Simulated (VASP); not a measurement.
# CdTe (F-43m) in VASP: a series of runs, part 2 of 2

VASP 6.6.1.

## Step 4: Single point, PBEsol

File INCAR:

```
SYSTEM = CdTe
PREC     = Accurate       ! precision mode
ENCUT    = 520            ! plane-wave cutoff, eV
EDIFF    = 1E-6           ! SCF threshold, eV
ISMEAR   = -1             ! smearing method
SIGMA    = 0.05           ! smearing width, eV
LREAL    = .FALSE.        ! projectors in reciprocal space
LASPH    = .TRUE.         ! aspherical terms in the spheres
NELM     = 60             ! most SCF steps
ALGO     = Normal         ! electronic algorithm
ISIF     = 2              ! what is computed and relaxed
LWAVE    = .FALSE.        ! write WAVECAR
LCHARG   = .FALSE.        ! write CHGCAR
GGA      = PS             ! functional
NBANDS   = 16             ! bands
```

File KPOINTS:

```
Automatic mesh
0
G
  6 6 6
  0 0 0
```

File POSCAR:

```
CdTe
1.0
    0.0000000000      3.2050000000      3.2050000000
    3.2050000000      0.0000000000      3.2050000000
    3.2050000000      3.2050000000      0.0000000000
Te Cd
1 1
Direct
    0.7500000000      0.7500000000      0.7500000000
    0.0000000000      0.0000000000      0.0000000000
```

Potentials or basis: VASP PAW PBE potentials, release 64 (Te, Cd).

Launch:

```
$ cat potpaw_PBE.64/Te/POTCAR potpaw_PBE.64/Cd/POTCAR > POTCAR
$ mpirun -np 1 vasp_std > vasp.out
```

OUTCAR:

```text
SYSTEM = CdTe
   PREC = Accurate
   ENCUT = 520
   EDIFF = 1E-6
   ISMEAR = -1
   LREAL = .FALSE.
   LASPH = .TRUE.
   NELM = 60
   ISIF = 2
   GGA = PS

 ion  position               nearest neighbor table
   1  0.750  0.750  0.750-   2 2.78   2 2.78   2 2.78   2 2.78
   2  0.000  0.000  0.000-   1 2.78   1 2.78   1 2.78   1 2.78

  LATTYP: Found a face centered cubic cell.
 ALAT       =     6.4100000000

  Lattice vectors:

 A1 = (   0.0000000000,   3.2050000000,   3.2050000000)
 A2 = (   3.2050000000,   0.0000000000,   3.2050000000)
 A3 = (   3.2050000000,   3.2050000000,   0.0000000000)

Analysis of symmetry for initial positions (statically):
=====================================================================
 Subroutine PRICEL returns:
 Original cell was already a primitive cell.

 Routine SETGRP: Setting up the symmetry group for a
 face centered cubic supercell.

 Subroutine GETGRP returns: Found 24 space group operations
 (whereof 24 operations were pure point group operations)
[... 151 lines left out ...]
  free energy    TOTEN  =        -5.46811218 eV

  energy without entropy =       -5.46810502  energy(sigma->0) =       -5.46810860

 E-fermi :   2.9296     XC(G=0):  -8.9273

 val. band max:        2.5215417899   @ k =   0.0000   0.0000   0.0000
 cond. band min:       3.2807755585   @ k =   0.0000   0.0000   0.0000
 fundamental gap:      0.7592337686
 Fermi energy:         2.9296097413

 k-point     1 :       0.0000    0.0000    0.0000
  band No.  band energies     occupation
      1      -8.8867      2.00000
      2      -5.8603      2.00000
      3      -5.8603      2.00000
      4      -5.8603      2.00000
      5      -5.5700      2.00000
      6      -5.5700      2.00000
[... 281 lines left out ...]
      3      -5.7119      2.00000
      4      -5.6247      2.00000
      5      -5.5565      2.00000
      6      -4.9759      2.00000
[... 8 lines left out ...]
     15      13.7023      0.00000
     16      13.9202      0.00000

------------------------ aborting loop because EDIFF is reached ----------------------------------------

  FORCE on cell =-STRESS in cart. coord.  units (eV):
  Direction    XX          YY          ZZ          XY          YZ          ZX
  --------------------------------------------------------------------------------------
  -------------------------------------------------------------------------------------
  Total        0.7694887      0.7694887      0.7694887      0.0000000      0.0000000     -0.0000000
  in kB       18.7240039     18.7240039     18.7240039      0.0000000      0.0000000     -0.0000000
  external PRESSURE =      18.7240039 kB  Pullay stress =       0.0000000 kB

 VOLUME and BASIS-vectors are now :
 -----------------------------------------------------------------------------
  energy-cutoff  :      520.00
  volume of cell :       65.84
      direct lattice vectors                 reciprocal lattice vectors
     0.000000000  3.205000000  3.205000000    -0.156006240  0.156006240  0.156006240
     3.205000000  0.000000000  3.205000000     0.156006240 -0.156006240  0.156006240
     3.205000000  3.205000000  0.000000000     0.156006240  0.156006240 -0.156006240

 POSITION                                       TOTAL-FORCE (eV/Angst)
 -----------------------------------------------------------------------------------
      4.80750      4.80750      4.80750        -0.000000     -0.000000     -0.000000
      0.00000      0.00000      0.00000         0.000000      0.000000      0.000000
 -----------------------------------------------------------------------------------
    total drift:                                0.000000      0.000000      0.000000

  FREE ENERGIE OF THE ION-ELECTRON SYSTEM (eV)
  ---------------------------------------------------
  free  energy   TOTEN  =        -5.4681121818 eV

  energy  without entropy=       -5.4681050201  energy(sigma->0) =       -5.46810860
```

OSZICAR:

```text
N       E                     dE             d eps       ncg     rms          rms(c)
DAV:   1     0.101837195555E+03    0.10184E+03   -0.82778E+03   520   0.975E+02
DAV:   2    -0.205585060134E+01   -0.10389E+03   -0.97607E+02   592   0.237E+02
DAV:   3    -0.569206191356E+01   -0.36362E+01   -0.36308E+01   616   0.463E+01
DAV:   4    -0.572525241140E+01   -0.33190E-01   -0.33189E-01   784   0.393E+00
DAV:   5    -0.572534813862E+01   -0.95727E-04   -0.95727E-04   648   0.182E-01    0.585E+00
DAV:   6    -0.548755302608E+01    0.23780E+00   -0.43481E-01   600   0.856E+00    0.480E+00
DAV:   7    -0.546897940588E+01    0.18574E-01   -0.10432E-01   608   0.216E+00    0.191E+00
DAV:   8    -0.546808696380E+01    0.89244E-03   -0.10724E-02   632   0.119E+00    0.494E-01
DAV:   9    -0.546806547714E+01    0.21487E-04   -0.74335E-04   592   0.305E-01    0.125E-01
DAV:  10    -0.546809263983E+01   -0.27163E-04   -0.10534E-04   624   0.939E-02    0.560E-02
DAV:  11    -0.546811441424E+01   -0.21774E-04   -0.47916E-05   584   0.455E-02    0.419E-02
DAV:  12    -0.546811239378E+01    0.20205E-05   -0.40408E-06   576   0.151E-02    0.213E-02
DAV:  13    -0.546811218178E+01    0.21199E-06   -0.58300E-07   456   0.367E-03
   1 F= -.54681122E+01 E0= -.54681086E+01  d E =-.716167E-05
```

It took 26 s on 1 thread of Intel Xeon Platinum 8259CL at 2.50GHz (Skylake/Cascade Lake), shared host; peak memory 0.21 GiB.

What came out:

* Free energy: -5.4681 eV
* Pressure: 1.9 GPa
* Band gap on the k mesh: 0.76 eV, direct

Levels at points of the mesh, in eV from the valence-band top:
```
           k point  band 6  band 7  band 8  band 9  band 10  band 11  band 12  band 13
(0.00, 0.00, 0.00)   -8.09    0.00    0.00    0.00     0.76     4.52     4.52     4.52
(0.50, 0.00, 0.00)   -7.72   -4.67   -0.83   -0.83     1.76     5.11     5.11     6.94
(0.50, 0.50, 0.00)   -7.57   -4.52   -2.00   -2.00     2.41     2.58     8.91     9.24
```

Caveat: the PAW data sets were made with another functional, which shifts forces and pressure a little; spin-orbit coupling is left out, which moves the levels of the heavy elements.

## Step 5: Overview

```tsv
level	spin	k mesh	smearing	gap on the mesh (eV)	pressure (GPa)
PBE	off	7 × 7 × 7	gaussian 0.027 eV	0.87	4.4
PBE	non-collinear, zero start, SOC	5 × 5 × 5	fermi-dirac 0.05 eV	-	4.5
PBEsol	off	6 × 6 × 6	fermi-dirac 0.05 eV	0.76	1.9
```

Alike in all rows: task single point; potentials or basis VASP PAW PBE potentials, release 64 (Te, Cd); cell as given; cutoff (eV) 520.

The pressure there spans 1.9 GPa (PBEsol) to 4.5 GPa (PBE); a positive pressure means that this level wants a larger cell, a negative one a smaller.

Caveats: spin-orbit coupling is left out, which moves the levels of the heavy elements (some runs); the PAW data sets were made with another functional, which shifts forces and pressure a little (some runs).

Total energies depend on the potentials used, so only differences within one code and one set of settings carry meaning.

## Step 6: How close it comes

Step 4. Against the measured gap of CdTe, 1.607 eV (0 K; a printed reference work, data compilation), the calculated 0.76 eV is off by -0.85 eV. Spin-orbit coupling on Cd, Te is left out. The value is that of PBEsol, without temperature or zero-point motion. Semilocal functionals fall short of measured gaps as a rule.
